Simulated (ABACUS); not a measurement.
# BN (P6_3mc) in ABACUS: a series of runs

One crystal, BN, is run at these levels: PBE; tasks: single point, relaxation of cell and atoms.

Everything below comes from runs of ABACUS 3.10.1. Logs are shortened: lines on timing, memory, paths and dates and some standing lists are left out, and cuts for length are marked.

**1. The crystal as given**

The structure is hexagonal, space group P6_3mc (No. 186). The conventional cell has a = 2.554 Å, b = 2.554 Å, c = 4.227 Å, α = 90.00°, β = 90.00°, γ = 120.00°. Around N (site symmetry 3m) lie 4 B at 1.57 to 1.58 Å. Around B (site symmetry 3m) lie 4 N at 1.57 to 1.58 Å.

Measurements of this composition are mostly on another form, of space group No. 194.

**2. Single point, PBE**

INPUT reads:

```
INPUT_PARAMETERS
suffix              BN
calculation         scf
basis_type          lcao
pseudo_dir          ./
orbital_dir         ./
symmetry            1
dft_functional      pbe
ecutwfc             100
pseudo_rcut         10
nspin               1
nbands              18
ks_solver           genelpa
smearing_method     fd
smearing_sigma      0.00367493
scf_thr             1e-07
scf_nmax            100
mixing_type         broyden
mixing_beta         0.7
cal_force           1
cal_stress          1
out_mul             1
out_chg             1
```

STRU reads:

```
ATOMIC_SPECIES
N 14.0070 N.upf
B 10.8100 B.upf

NUMERICAL_ORBITAL
N_confined-atom_6au_2s2p1d.orb
B_confined-atom_7au_2s2p1d.orb

LATTICE_CONSTANT
1.8897261246

LATTICE_VECTORS
2.5539396017 0.0000000000 0.0000000000
-1.2769698009 2.2117765748 0.0000000000
0.0000000000 0.0000000000 4.2268550000

ATOMIC_POSITIONS
Cartesian

N
0.0
2
-0.0000000002 1.4745177166 0.5295234870 1 1 1
1.2769698010 0.7372588582 2.6429509870 1 1 1

B
0.0
2
-0.0000000002 1.4745177166 2.1122608880 1 1 1
1.2769698010 0.7372588582 4.2256883880 1 1 1
```

KPT reads:

```
K_POINTS
0
Gamma
11 11 6 0 0 0
```

Potentials or basis: Ansatz NC PBE, DZP LCAO (the cutoffs set its grid).

On the command line:

```sh
$ OMP_NUM_THREADS=1 mpirun -np 4 abacus > log
```

running log:

```text
[... set-up lines left out ...]
 LCAO ALGORITHM --------------- ION=   1  ELEC=   1--------------------------------

 Density error is 0.172545920645
----------------------------------------------------------
     Energy           Rydberg                 eV
----------------------------------------------------------
 E_KohnSham     -55.3995249557       -753.7492058914
 E_Harris       -53.3584366645       -725.9787750098
 E_Fermi        0.9467187417         12.8807692909
----------------------------------------------------------

 LCAO ALGORITHM --------------- ION=   1  ELEC=   2--------------------------------

 Density error is 0.0842109743965
----------------------------------------------------------
     Energy           Rydberg                 eV
----------------------------------------------------------
 E_KohnSham     -55.4938025446       -755.0319182939
 E_Harris       -56.4582301710       -768.1536293211
 E_Fermi        0.9931812552         13.5129242176
----------------------------------------------------------

 LCAO ALGORITHM --------------- ION=   1  ELEC=   3--------------------------------

 Density error is 0.0192407671718
----------------------------------------------------------
     Energy           Rydberg                 eV
----------------------------------------------------------
 E_KohnSham     -55.5178060984       -755.3585033970
 E_Harris       -55.3888781462       -753.6043486165
 E_Fermi        0.9935642212         13.5181347369
----------------------------------------------------------
[... 36 lines left out ...]
 Density error is 3.56420196933e-06
----------------------------------------------------------
     Energy           Rydberg                 eV
----------------------------------------------------------
 E_KohnSham     -55.5179181377       -755.3600277707
 E_Harris       -55.5179537346       -755.3605120915
 E_Fermi        1.0026330944         13.6415230874
----------------------------------------------------------

 LCAO ALGORITHM --------------- ION=   1  ELEC=   8--------------------------------

 Density error is 3.50198542722e-07
----------------------------------------------------------
     Energy           Rydberg                 eV
----------------------------------------------------------
 E_KohnSham     -55.5179181378       -755.3600277710
 E_Harris       -55.5179213231       -755.3600711098
 E_Fermi        1.0026322547         13.6415116631
----------------------------------------------------------

 LCAO ALGORITHM --------------- ION=   1  ELEC=   9--------------------------------

 Density error is 4.98593071146e-08
----------------------------------------------------------
     Energy           Rydberg                 eV
----------------------------------------------------------
 E_KohnSham     -55.5179181378       -755.3600277710
 E_KS(sigma->0) -55.5179181378       -755.3600277710
 E_Harris       -55.5179175729       -755.3600200853
 E_band         3.6998759077         50.3393942371
 E_one_elec     9.2014984392         125.1928089117
 E_Hartree      7.2771024921         99.0100588228
 E_xc           -19.5676249214       -266.2311952574
 E_Ewald        -52.4288941477       -713.3317002480
 E_entropy(-TS) 0.0000000000         0.0000000000
 E_descf        0.0000000000         0.0000000000
 E_exx          0.0000000000         0.0000000000
 E_Fermi        1.0026321586         13.6415103548
----------------------------------------------------------

 charge density convergence is achieved
 final etot is -755.36002777 eV
 EFERMI = 13.641510355 eV

 STATE ENERGY(eV) AND OCCUPATIONS    NSPIN == 1
 1/64 kpoint (Cartesian) = 0.0000 0.0000 0.0000 (687 pws)
       1       -9.08278     0.00275482
       2       -5.04260     0.00275482
       3       0.312181     0.00275482
       4        9.03920     0.00275482
       5        9.03920     0.00275482
       6        10.8970     0.00275482
[... 10 lines left out ...]
      17        32.6483        0.00000
      18        32.6483        0.00000

 2/64 kpoint (Cartesian) = -0.035596 0.020551 0.0000 (683 pws)
       1       -8.97957      0.0165289
       2       -4.91970      0.0165289
       3       0.481401      0.0165289
       4        8.23295      0.0165289
       5        8.70998      0.0165289
       6        10.4615      0.0165289
[... 10 lines left out ...]
      17        30.3464        0.00000
      18        32.2532        0.00000
[... 61 lines left out ...]
 6/64 kpoint (Cartesian) = -0.17798 0.10276 0.0000 (684 pws)
       1       -5.37280      0.0165289
       2       -3.71665      0.0165289
       3        1.75640      0.0165289
       4        3.54661      0.0165289
       5        4.13001      0.0165289
       6        6.22291      0.0165289
[... 10 lines left out ...]
      17        30.8198        0.00000
      18        33.1713        0.00000

[... levels at 58 further k points ...]

 correction force for each atom along direction 1 is 0.00692984
 correction force for each atom along direction 2 is -0.00614806
 correction force for each atom along direction 3 is 7.55460e-07
------------------------------------------------------------------------------------------
 TOTAL-FORCE (eV/Angstrom)
------------------------------------------------------------------------------------------
                        N1         0.0000000000         0.0000000000         0.0151129094
                        N2         0.0000000000         0.0000000000         0.0151129094
                        B1         0.0000000000         0.0000000000        -0.0151129094
                        B2         0.0000000000         0.0000000000        -0.0151129094
------------------------------------------------------------------------------------------

----------------------------------------------------------------
 TOTAL-STRESS (KBAR)
----------------------------------------------------------------
        13.4264425647         0.0000000003         0.0000000000
         0.0000000003        13.4264425648         0.0000000000
         0.0000000000        -0.0000000000         5.5800529835
----------------------------------------------------------------
 TOTAL-PRESSURE: 10.810979 KBAR

 --------------------------------------------
 !FINAL_ETOT_IS -755.3600277709709871 eV
 --------------------------------------------
```

stdout:

```text
[... set-up lines left out ...]
 Self-consistent calculations for electrons
 ---------------------------------------------------------
 SPIN    KPOINTS         PROCESSORS  THREADS     NBASE
 1       64              4           4           52
 ---------------------------------------------------------
[... 23 lines left out ...]
 TOTAL-STRESS (KBAR)
----------------------------------------------------------------
        13.4264425647         0.0000000003         0.0000000000
         0.0000000003        13.4264425648         0.0000000000
         0.0000000000        -0.0000000000         5.5800529835
----------------------------------------------------------------
 TOTAL-PRESSURE: 10.810979 KBAR
```

mulliken.txt:

```text
 0
CALCULATE THE MULLIkEN ANALYSIS FOR EACH ATOM
 Total charge:	16
Decomposed Mulliken populations
0                              Zeta of N              Spin 1
s                                      0              1.7242
s                                      1              0.0137
SUM OVER M+Zeta                                       1.7379

pz                                     0              1.2238
px                                     0              1.1941
py                                     0              1.1977
SUM OVER M                                            3.6156
pz                                     1             -0.0085
px                                     1             -0.0167
py                                     1              0.0190
SUM OVER M                                           -0.0063
SUM OVER M+Zeta                                       3.6094
[... 85 lines left out ...]
dz^2                                   0              0.0991
dxz                                    0              0.1145
dyz                                    0              0.0917
dx^2-y^2                               0              0.0873
dxy                                    0              0.1108
SUM OVER M                                            0.5034
SUM OVER M+Zeta                                       0.5034

SUM OVER M+Zeta+L                                     2.5337

Total Charge on atom:                  B              2.5337
```

It took 6.1 s on 4 MPI ranks of Intel Xeon Platinum 8488C (Sapphire Rapids), shared host; peak memory 0.44 GiB.

What came out:

```
Free energy            : -755.3600 eV
Pressure               : 1.1 GPa
Largest force          : 0.015 eV/Å
Band gap on the k mesh : 5.40 eV, indirect (least direct gap 8.28 eV)
Mulliken charges       : N -0.45, -0.47; B +0.45, +0.47 e
```

Forces on the atoms (eV/Å):
```
N    0.000  0.000  0.015
N    0.000  0.000  0.015
B    0.000  0.000 -0.015
B    0.000  0.000 -0.015
```

Stress tensor (GPa, compression positive):
```
1.34 0.00 0.00
0.00 1.34 0.00
0.00 0.00 0.56
```

Caveat: the atomic orbitals were generated for these runs and aren't a published set; Mulliken charges move with the basis; an odd mesh through Γ misses points on the zone boundary, where band edges often lie; the basis of atomic orbitals isn't converged, which shifts pressures, moduli and gaps.

**3. Relaxation of cell and atoms, PBE**

INPUT, as its differences from that of step 2:

```diff
@@ -2,3 +2,3 @@
 suffix              BN
-calculation         scf
+calculation         cell-relax
 basis_type          lcao
@@ -11,3 +11,3 @@
 nspin               1
-nbands              18
+nbands              12
 ks_solver           genelpa
@@ -22,2 +22,6 @@
 out_mul             1
-out_chg             1
+relax_nmax          60
+force_thr_ev        0.01
+relax_method        cg
+out_stru            1
+stress_thr          0.2
```

STRU reads:

```
ATOMIC_SPECIES
N 14.0070 N.upf
B 10.8100 B.upf

NUMERICAL_ORBITAL
N_confined-atom_6au_2s2p1d.orb
B_confined-atom_7au_2s2p1d.orb

LATTICE_CONSTANT
4.8262463860

LATTICE_VECTORS
1.0000000000 0.0000000000 0.0000000000
-0.5000000000 0.8660254038 0.0000000000
0.0000000000 0.0000000000 1.6550332659

ATOMIC_POSITIONS
Cartesian

N
0.0
2
-0.0000000001 0.5773502692 0.2073359474 1 1 1
0.5000000000 0.2886751346 1.0348525804 1 1 1

B
0.0
2
-0.0000000001 0.5773502692 0.8270598438 1 1 1
0.5000000000 0.2886751346 1.6545764768 1 1 1
```

KPT is that of step 2.

Potentials or basis: Ansatz NC PBE, DZP LCAO (the cutoffs set its grid).

On the command line:

```sh
$ OMP_NUM_THREADS=1 mpirun -np 4 abacus > log
```

Run time: 27 s. Hardware: 4 MPI ranks of Intel Xeon Platinum 8488C (Sapphire Rapids), shared host; peak memory 0.44 GiB.

It converged, with:

| Quantity | Value |
| --- | --- |
| Free energy | -755.3603 eV |
| Relaxed volume | 5.99 Å³/atom |
| Relaxed cell | a = 2.557 Å, b = 2.557 Å, c = 4.229 Å, α = 90.00°, β = 90.00°, γ = 120.00° |
| Space group after relaxing (to 0.05 Å) | P6_3mc (No. 186) |
| Energy gained by relaxing | 0.1 meV/atom |
| Ionic steps | 6 |
| Pressure after relaxing | 0.0 GPa |
| Mulliken charges | N -0.45, -0.47; B +0.45, +0.47 e |

The path:
```csv
step,energy change (eV),largest force (eV/Å),pressure (GPa),volume (Å³)
1,0.0000,0.0151,1.08,23.88
2,0.0000,0.0276,-1.16,24.02
3,-0.0003,0.0058,-0.02,23.95
4,-0.0003,0.0054,-0.03,23.95
5,-0.0003,0.0001,-0.02,23.95
6,-0.0003,0.0000,0.01,23.94
```

Final structure:
```xyz
4
Lattice="2.5571 0.0000 0.0000 -1.2785 2.2145 0.0000 0.0000 0.0000 4.2286" Properties=species:S:1:pos:R:3 pbc="T T T"
N     0.0000    1.4763    0.5300
N     1.2785    0.7382    2.6443
B     0.0000    1.4763    2.1129
B     1.2785    0.7382    4.2271
```

Caveat: the atomic orbitals were generated for these runs and aren't a published set; Mulliken charges move with the basis; the basis of atomic orbitals isn't converged, which shifts pressures, moduli and gaps.
